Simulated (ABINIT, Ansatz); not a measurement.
# A GW chain in ABINIT: MgO (Periclase), part 2 of 3

How does a plane-wave GW calculation on MgO (Periclase) run from the first input to the gap?

ABINIT 10.8.3; PBE and many-body steps on it, plane waves. Known limits of the many-body steps: not at the basis limit.

So far. Step 2 (Ground state): The gap is direct, at Γ.

The database entry behind the starting cell differs from later determinations by our own check (about 0.1 % long), so it need not match the best structure at ambient conditions.

### Step 3. Bands along the symmetry lines

Level of this step: DFT, PBE, plane waves, norm-conserving pseudopotentials (ABINIT).

Levels along a band path, at the cheap level, show where the edges lie and whether the meshes to come will hold them.

File run.abi:

```
acell 3*1.0 Angstrom
rprim 
  -0.000000000000 2.108500000000 2.108500000000
  2.108500000000 0.000000000000 2.108500000000
  2.108500000000 2.108500000000 0.000000000000
ntypat 2
znucl 12 8
natom 2
typat 1 2
xred 
  0.000000000000 0.000000000000 0.000000000000
  0.500000000000 0.500000000000 0.500000000000
pp_dirpath "pseudos"
pseudos "Mg.upf, O.upf"
ecut 38
iscf -2
irdden 1
kptopt 0
nkpt 50
kpt 
  0.00000000 0.00000000 0.00000000
  0.06250000 0.00000000 0.06250000
  0.12500000 0.00000000 0.12500000
  0.18750000 0.00000000 0.18750000
  0.25000000 0.00000000 0.25000000
  0.31250000 0.00000000 0.31250000
  0.37500000 0.00000000 0.37500000
  0.43750000 0.00000000 0.43750000
  0.50000000 0.00000000 0.50000000
  0.51562500 0.03125000 0.51562500
  0.53125000 0.06250000 0.53125000
  0.54687500 0.09375000 0.54687500
  0.56250000 0.12500000 0.56250000
  0.57812500 0.15625000 0.57812500
  0.59375000 0.18750000 0.59375000
  0.60937500 0.21875000 0.60937500
  0.62500000 0.25000000 0.62500000
  0.37500000 0.37500000 0.75000000
  0.32812500 0.32812500 0.65625000
  0.28125000 0.28125000 0.56250000
  0.23437500 0.23437500 0.46875000
  0.18750000 0.18750000 0.37500000
  0.14062500 0.14062500 0.28125000
  0.09375000 0.09375000 0.18750000
  0.04687500 0.04687500 0.09375000
  0.00000000 0.00000000 0.00000000
  0.06250000 0.06250000 0.06250000
  0.12500000 0.12500000 0.12500000
  0.18750000 0.18750000 0.18750000
  0.25000000 0.25000000 0.25000000
  0.31250000 0.31250000 0.31250000
  0.37500000 0.37500000 0.37500000
  0.43750000 0.43750000 0.43750000
  0.50000000 0.50000000 0.50000000
  0.50000000 0.46875000 0.53125000
  0.50000000 0.43750000 0.56250000
  0.50000000 0.40625000 0.59375000
  0.50000000 0.37500000 0.62500000
  0.50000000 0.34375000 0.65625000
  0.50000000 0.31250000 0.68750000
  0.50000000 0.28125000 0.71875000
  0.50000000 0.25000000 0.75000000
  0.50000000 0.21875000 0.71875000
  0.50000000 0.18750000 0.68750000
  0.50000000 0.15625000 0.65625000
  0.50000000 0.12500000 0.62500000
  0.50000000 0.09375000 0.59375000
  0.50000000 0.06250000 0.56250000
  0.50000000 0.03125000 0.53125000
  0.50000000 0.00000000 0.50000000
istwfk *1
nband 15
nbdbuf 2
tolwfr 1e-08
nstep 40
prtwf 0
prtvol 0
indata_prefix "in"
outdata_prefix "out"
tmpdata_prefix "tmp"
```

Command:

```
$ OMP_NUM_THREADS=1 mpirun -n 8 abinit run.abi > log
```

Numbers of over 12 decimals in the logs are rounded to 6 here.

What it wrote:

```text
.Version 10.8.3 of ABINIT. v10.8.2 released Aug 2026.

 Symmetries : space group Fm -3 m (#225); Bravais cF (face-center cubic)
[... echo of the input left out ...]
== DATASET  1 ==================================================================
-   mpi_nproc: 8, omp_nthreads: 1 (-1 if OMP is not activated)

--- !DatasetInfo
iteration_state: {dtset: 1, }
dimensions: {natom: 2, nkpt: 50, mband: 15, nsppol: 1, nspinor: 1, nspden: 1, mpw: 1429, }
cutoff_energies: {ecut:  38.0, pawecutdg:  -1.0, }
electrons: {nelect:   1.60000000E+01, charge:   0.00000000E+00, occopt:   1.00000000E+00, tsmear:   1.00000000E-02, }

 Real(R)+Recip(G) space primitive vectors, cartesian coordinates (Bohr,Bohr^-1):
 R(1)=  0.0000000  3.9844875  3.9844875  G(1)= -0.1254867  0.1254867  0.1254867
 R(2)=  3.9844875  0.0000000  3.9844875  G(2)=  0.1254867 -0.1254867  0.1254867
 R(3)=  3.9844875  3.9844875  0.0000000  G(3)=  0.1254867  0.1254867 -0.1254867
 Unit cell volume ucvol=  1.2651657E+02 bohr^3
 Angles (23,13,12)=  6.00000000E+01  6.00000000E+01  6.00000000E+01 degrees

 getcut: wavevector=  0.0000  0.0000  0.0000  ngfft=  32  32  32
         ecut(hartree)=     38.000   => boxcut(ratio)=   2.04647

--- Pseudopotential description ------------------------------------------------
- Mg Generated using ONCVPSP code by D. R. Hamann
- 12.00000  10.00000  171031                  znucl, zion, pspdat
12 -101130 1 -1 1510                          pspcod,pspxc,lmax,lloc,mmax
     nproj     2     2     0
  pspatm : epsatm=    9.22893308
         --- l  ekb(1:nproj) -->
             0    2.250005   -0.808630
             1   -6.469357   -2.503313
 pspatm: atomic psp has been read  and splines computed

- O Generated using ONCVPSP code by D. R. Hamann
-  8.00000   6.00000  171031                  znucl, zion, pspdat
12 -101130 2 -1 936                           pspcod,pspxc,lmax,lloc,mmax
     nproj     2     2     1
  pspatm : epsatm=    6.19545534
         --- l  ekb(1:nproj) -->
             0    6.056735    0.824024
[...]
2   -1.331955
 pspatm: atomic psp has been read  and splines computed

--------------------------------------------------------------------------------

================================================================================
 prteigrs : about to open file out_EIG
 Non-SCF case, kpt    1 (  0.00000  0.00000  0.00000), residuals and eigenvalues=
  3.60E-09  2.55E-09  4.12E-09  5.08E-09  1.16E-09  2.24E-09  6.07E-09  9.24E-09
  6.01E-09  1.99E-09  1.74E-09  2.76E-09  8.02E-09  4.95E-08  3.37E-07
 -2.4872E+00 -1.2653E+00 -1.2653E+00 -1.2653E+00 -4.5853E-01  1.7247E-01
  1.7247E-01  1.7247E-01  3.4641E-01  7.5821E-01  7.5821E-01  7.5821E-01
[...]
Non-SCF case, kpt    2 (  0.06250  0.00000  0.06250), residuals and eigenvalues=
  2.74E-09  3.07E-09  2.71E-09  4.77E-09  4.33E-09  9.35E-09  1.48E-09  2.57E-09
[...]
3.39E-09  2.60E-09  2.56E-09  5.71E-09  3.88E-09  6.53E-09  8.09E-10  1.29E-09
  3.31E-10  3.45E-10  2.28E-09  3.59E-09  9.99E-09  4.76E-08  6.44E-07
[...]
Non-SCF case, kpt   49 (  0.50000  0.03125  0.53125), residuals and eigenvalues=
[...]
Non-SCF case, kpt   50 (  0.50000  0.00000  0.50000), residuals and eigenvalues=
[...]
-2.4868E+00 -1.2679E+00 -1.2663E+00 -1.2663E+00 -4.0228E-01  2.4594E-02
  1.2366E-01  1.2366E-01  5.1138E-01  5.3902E-01  6.5222E-01  8.6839E-01
[...]
--- !ResultsGS
iteration_state: {dtset: 1, }
comment   : Summary of ground state results
lattice_vectors:
- [ -0.0000000,   3.9844875,   3.9844875, ]
- [  3.9844875,   0.0000000,   3.9844875, ]
- [  3.9844875,   3.9844875,   0.0000000, ]
lattice_lengths: [   5.63492,    5.63492,    5.63492, ]
lattice_angles: [ 60.000,  60.000,  60.000, ] # degrees, (23, 13, 12)
lattice_volume:   1.2651657E+02
convergence: {deltae:  0.000E+00, res2:  0.000E+00, residm:  9.990E-09, diffor:  0.000E+00, }
etotal    :  -7.60508220E+01
entropy   :   0.00000000E+00
fermie    :   1.72472836E-01
cartesian_stress_tensor: null
pressure_GPa: null
xred      :
- [  0.0000E+00,   0.0000E+00,   0.0000E+00, Mg]
- [  5.0000E-01,   5.0000E-01,   5.0000E-01,  O]
cartesian_forces: null
force_length_stats: {min: null, max: null, mean: null, }

 Integrated electronic density in atomic spheres:
 ------------------------------------------------
 Atom  Sphere_radius  Integrated_density
[...]
================================================================================

 ----iterations are completed or convergence reached----

 Mean square residual over all n,k,spin=   36.121E-10; max=  99.904E-10
 reduced coordinates (array xred) for    2 atoms
       0.000000000000      0.000000000000      0.000000000000
       0.500000000000      0.500000000000      0.500000000000

 cartesian coordinates (angstrom) at end:
    1      0.000000     0.000000     0.000000
    2      2.108500     2.108500     2.108500
 length scales=  1.889726125908  1.889726125908  1.889726125908 bohr
              =  1.000000000000  1.000000000000  1.000000000000 angstroms
 prteigrs : about to open file out_EIG
 Eigenvalues (hartree) for nkpt=  50  k points:
 kpt#   1, nband= 15, wtk=  1.00000, kpt=  0.0000  0.0000  0.0000 (reduced coord)
[...]
kpt#   2, nband= 15, wtk=  1.00000, kpt=  0.0625  0.0000  0.0625 (reduced coord)
[...]
kpt#   3, nband= 15, wtk=  1.00000, kpt=  0.1250  0.0000  0.1250 (reduced coord)
[...]
kpt#  49, nband= 15, wtk=  1.00000, kpt=  0.5000  0.0313  0.5313 (reduced coord)
  -2.48682   -1.26791   -1.26635   -1.26633   -0.40219    0.02529    0.12225    0.12304
   0.51360    0.54123    0.65148    0.86365    0.86992    1.11245    1.17252
 kpt#  50, nband= 15, wtk=  1.00000, kpt=  0.5000  0.0000  0.5000 (reduced coord)
  -2.48682   -1.26793   -1.26634   -1.26634   -0.40228    0.02459    0.12366    0.12366
   0.51138    0.53902    0.65222    0.86839    0.86839    1.10940    1.17063

== END DATASET(S) ==============================================================
================================================================================

 -outvars: echo values of variables after computation  --------
            nband          15
             nkpt          50
          spgroup         225
 [... the other variables as echoed above ...]

 Calculation completed.
```

Elapsed: 2.4 s, on 8 MPI ranks of Arm Neoverse V2, shared host; peak memory 0.07 GiB; 18 s of CPU time.

Numbers from this step:

```
gap                        : 4.733 eV
k of the valence top       : 0, 0, 0
k of the conduction bottom : 0, 0, 0
least direct gap           : 4.733 eV
```

The gap is 4.733 eV, as in the run before at this level.

Electronic bands along the path, in eV, zero at the top of the highest filled band; v1 is the highest filled band, c1 the lowest empty one:

| point | v4 | v3 | v2 | v1 | c1 | c2 | c3 | c4 |
| --- | --- | --- | --- | --- | --- | --- | --- | --- |
| Γ | -17.17 | 0.00 | 0.00 | 0.00 | 4.73 | 15.94 | 15.94 | 15.94 |
| halfway | -16.41 | -2.60 | -0.72 | -0.72 | 8.06 | 11.27 | 15.51 | 17.50 |
| X | -15.64 | -4.02 | -1.33 | -1.33 | 9.22 | 9.97 | 13.05 | 18.94 |
| halfway | -15.62 | -3.87 | -1.77 | -1.27 | 9.59 | 10.49 | 12.90 | 18.58 |
| U | -15.61 | -3.44 | -2.67 | -1.12 | 10.14 | 11.76 | 12.51 | 18.11 |
| jump to K | -15.61 | -3.44 | -2.67 | -1.12 | 10.14 | 11.76 | 12.51 | 18.11 |
| halfway | -16.34 | -2.91 | -1.16 | -0.38 | 8.15 | 12.04 | 15.37 | 17.95 |
| Γ | -17.17 | 0.00 | 0.00 | 0.00 | 4.73 | 15.94 | 15.94 | 15.94 |
| halfway | -16.57 | -2.63 | -0.33 | -0.33 | 7.09 | 12.61 | 16.73 | 16.73 |
| L | -15.86 | -4.57 | -0.63 | -0.63 | 7.91 | 12.57 | 16.32 | 16.32 |
| halfway | -15.72 | -3.96 | -1.90 | -0.97 | 9.68 | 12.18 | 13.50 | 16.90 |
| W | -15.58 | -2.91 | -2.91 | -1.75 | 11.66 | 11.66 | 12.15 | 15.52 |
| halfway | -15.61 | -3.73 | -1.87 | -1.54 | 10.08 | 10.85 | 12.73 | 17.32 |
| X | -15.64 | -4.02 | -1.33 | -1.33 | 9.22 | 9.97 | 13.05 | 18.94 |

The electronic bands as a text plot (rows in eV, shown from -8.0 to 10.7 only):

```
   10.3 |       ++   +++ +++++                         +     ++++
    9.6 |         +++++++                             +       +++
    8.8 |       ++            ++                    ++
    8.0 |     ++                +              +++++
    7.2 |    +                   ++         +++
    6.4 |                                  +
    5.7 |  ++                      ++    ++
    4.9 |++                          ++++
    4.1 |
    3.3 |
    2.5 |
    1.8 |
    1.0 |
    0.2 |**                        ********
   -0.6 | ********         ***********  ***************
   -1.4 |  **     *********     *  **               ** **********
   -2.1 |    *         ***  **** **        *          **    **
   -2.9 |     ****        **    *           *           ****
   -3.7 |         ********* ****             ***      ***   *****
   -4.5 |                                       ******
   -5.3 |
   -6.0 |
   -6.8 |
   -7.6 |
         Γ           X  U|K            Γ         L        W     X
```

### Step 4. Empty states on the mesh, 8×8×8 mesh, 356 bands

The sums over transitions need many empty states on a uniform mesh; this step solves for them.

File run.abi:

```
acell 3*1.0 Angstrom
rprim 
  -0.000000000000 2.108500000000 2.108500000000
  2.108500000000 0.000000000000 2.108500000000
  2.108500000000 2.108500000000 0.000000000000
ntypat 2
znucl 12 8
natom 2
typat 1 2
xred 
  0.000000000000 0.000000000000 0.000000000000
  0.500000000000 0.500000000000 0.500000000000
pp_dirpath "pseudos"
pseudos "Mg.upf, O.upf"
ecut 38
ngkpt 8 8 8
nshiftk 1
shiftk 0 0 0
kptopt 1
chksymbreak 0
irdden 1
istwfk *1
nband 356
prtvol 0
optdriver 6
gwr_task "HDIAGO"
paral_kgb 0
occopt 1
indata_prefix "in"
outdata_prefix "out"
tmpdata_prefix "tmp"
```

What it wrote:

```text
[banner, memory and clock lines left out]
.Version 10.8.3 of ABINIT. v10.8.2 released Aug 2026.

 Symmetries : space group Fm -3 m (#225); Bravais cF (face-center cubic)
[... echo of the input left out ...]
== DATASET  1 ==================================================================
-   mpi_nproc: 8, omp_nthreads: 1 (-1 if OMP is not activated)

--- !DatasetInfo
iteration_state: {dtset: 1, }
dimensions: {natom: 2, nkpt: 29, mband: 356, nsppol: 1, nspinor: 1, nspden: 1, mpw: 1428, }
cutoff_energies: {ecut:  38.0, pawecutdg:  -1.0, }
electrons: {nelect:   1.60000000E+01, charge:   0.00000000E+00, occopt:   1.00000000E+00, tsmear:   1.00000000E-02, }

.Using double precision arithmetic; gwpc =  8

- Reading GS density from: in_DEN

--- Pseudopotential description ------------------------------------------------
- Mg Generated using ONCVPSP code by D. R. Hamann
- 12.00000  10.00000  171031                  znucl, zion, pspdat
12 -101130 1 -1 1510                          pspcod,pspxc,lmax,lloc,mmax
     nproj     2     2     0
  pspatm : epsatm=    9.22893308
         --- l  ekb(1:nproj) -->
             0    2.250005   -0.808630
             1   -6.469357   -2.503313
 pspatm: atomic psp has been read  and splines computed

- O Generated using ONCVPSP code by D. R. Hamann
-  8.00000   6.00000  171031                  znucl, zion, pspdat
12 -101130 2 -1 936                           pspcod,pspxc,lmax,lloc,mmax
     nproj     2     2     1
  pspatm : epsatm=    6.19545534
         --- l  ekb(1:nproj) -->
             0    6.056735    0.824024
             1   -4.717130   -1.149271
             2   -1.331955
 pspatm: atomic psp has been read  and splines computed

   2.46790215E+02                                ecore*ucvol(ha*bohr**3)

 Total charge density [el/Bohr^3]
)     Maximum=    3.3935E+00  at reduced coord.    0.0625    0.9375    0.9688
)     Minimum=    9.8865E-03  at reduced coord.    0.2500    0.2500    0.2500
   Integrated=    1.6000E+01

 === KS gaps after direct diagonalization ===
 Direct band gap semiconductor
 Fundamental gap:     4.733 (eV)
   VBM:     4.693 (eV) at k: [ 0.0000E+00,  0.0000E+00,  0.0000E+00]
   CBM:     9.426 (eV) at k: [ 0.0000E+00,  0.0000E+00,  0.0000E+00]
 Direct gap:         4.733 (eV) at k: [ 0.0000E+00,  0.0000E+00,  0.0000E+00]

== END DATASET(S) ==============================================================

 -outvars: echo values of variables after computation  --------
           etotal      0.0000000000E+00
            nband         356
             nkpt          29
          spgroup         225
 [... the other variables as echoed above ...]

 Calculation completed.
```

The job ended after 11 s (8 MPI ranks; peak memory 1.6 GiB).

This step gave:

| Quantity | Value |
| --- | --- |
| gap | 4.733 eV |
| k of the valence top | 0, 0, 0 |
| k of the conduction bottom | 0, 0, 0 |
| least direct gap | 4.733 eV |
| k points computed | 29 |
| lowest point of the top converged band, above the valence top | 383.9659 eV |

On this mesh the gap is 4.733 eV.

### Step 5. Screening, 8×8×8 mesh, 348 bands, screening to 435.4 eV

The RPA dielectric matrix is built and inverted for each q.

This step: RPA screening on PBE, plane waves, norm-conserving pseudopotentials.

run.abi, as its differences from that of step 4:

```diff
@@ -20,10 +20,11 @@
 chksymbreak 0
-irdden 1
 istwfk *1
-nband 356
-prtvol 0
-optdriver 6
-gwr_task "HDIAGO"
-paral_kgb 0
 occopt 1
+irdwfk 1
+optdriver 3
+nband 348
+ecuteps 16
+inclvkb 2
+awtr 1
+symchi 1
 indata_prefix "in"
```

What it wrote:

```text
.Version 10.8.3 of ABINIT. v10.8.2 released Aug 2026.

 Symmetries : space group Fm -3 m (#225); Bravais cF (face-center cubic)
[... echo of the input left out ...]
== DATASET  1 ==================================================================
-   mpi_nproc: 8, omp_nthreads: 1 (-1 if OMP is not activated)

--- !DatasetInfo
iteration_state: {dtset: 1, }
dimensions: {natom: 2, nkpt: 29, mband: 348, nsppol: 1, nspinor: 1, nspden: 1, mpw: 1428, }
cutoff_energies: {ecut:  38.0, pawecutdg:  -1.0, }
electrons: {nelect:   1.60000000E+01, charge:   0.00000000E+00, occopt:   1.00000000E+00, tsmear:   1.00000000E-02, }

 SCREENING: Calculation of the susceptibility and dielectric matrices

 Based on a program developped by R.W. Godby, V. Olevano, G. Onida, and L. Reining.
 Incorporated in ABINIT by V. Olevano, G.-M. Rignanese, and M. Torrent.
.Using double precision arithmetic ; gwpc =  8

[... cell and pseudopotentials left out ...]
--------------------------------------------------------------------------------

 ==== K-mesh for the wavefunctions ====
 Number of points in the irreducible wedge :    29
[... list of points left out ...]
 Together with 48 symmetry operations and time-reversal symmetry
 yields   512 points in the full Brillouin Zone.

 ==== Q-mesh for the screening function ====
 Number of points in the irreducible wedge :    29
[... list of points left out ...]
 Together with 48 symmetry operations and time-reversal symmetry
 yields   512 points in the full Brillouin Zone.

 setmesh: FFT mesh size selected  =    25x   25x   25
          total number of points  =        15625

 vcoul_init : cutoff-mode = AUXILIARY_FUNCTION
 q-points for optical limit:   1
     1)      0.000010    0.000020    0.000030

- screening: taking advantage of time-reversal symmetry
- Maximum band index for partially occupied states nbvw = 8
- Remaining bands to be divided among processors   nbcw = 340
- Number of bands treated by each node ~42

 Number of electrons calculated from density =   16.0000; Expected =   16.0000
 average of density, n =  0.126466
 r_s =    1.2359
 omega_plasma =   34.3038 [eV]

 calculating chi0 at frequencies [eV] :
  1    0.000000E+00    0.000000E+00
  2    0.000000E+00    3.430377E+01

--------------------------------------------------------------------------------
  q-point number  1        q = ( 0.000000, 0.000000, 0.000000) [r.l.u.]
--------------------------------------------------------------------------------
[... chi0 elements left out ...]
 For q-point:  0.000010 0.000020 0.000030
  dielectric constant =   3.0205
  dielectric constant without local fields =   3.2458

  Average fulfillment of the sum rule on Im[epsilon] for q-point    1 :    101.17  [%]
[... wings left out ...]
  q-point number  2        q = ( 0.125000, 0.000000, 0.000000) [r.l.u.]
--------------------------------------------------------------------------------
[... chi0 elements left out ...]
  Average fulfillment of the sum rule on Im[epsilon] for q-point    2 :    109.00  [%]

 [... 27 further q-points ...]
```

Elapsed: 16 min, on 8 MPI ranks; peak memory 5.7 GiB; 2.1 h of CPU time.

Numbers from this step:

| Quantity | Value |
| --- | --- |
| ε∞ with local fields, on this mesh, along the program's q direction | 3.021 |
| the same without local fields | 3.246 |
| plasma frequency | 34.30 eV |
| plane waves in the screening matrix | 387 |

Local fields lower ε∞ by 7 %.

(Continued in part 3 of 3.)

[Paths, hosts, dates, memory and timing lines, banners, echoed tables and standing remarks are left out of the program output.]

[Logs are printed without paths, hosts, clocks, repeated set-up lines and the standing remarks that a program may print on its own settings, such as how far it seeks lower states.]

[Runs of the session that timed out or met a known fault of the program may be left out.]

[Hosts, paths, dates, database ids (printed as entryN), source tags and the programs' standing remarks are cut or masked in the printed files.]

[G0W0 gaps are taken among the corrected bands and points alone; a level outside them can change the order at an edge.]

[Where Ansatz stands beside ABINIT at settings called matched, ABINIT's density can come from a denser mesh and the files from another edition; pairs whose starting gaps differed by over 0.03 eV were left out, so agreement reads better than it is.]
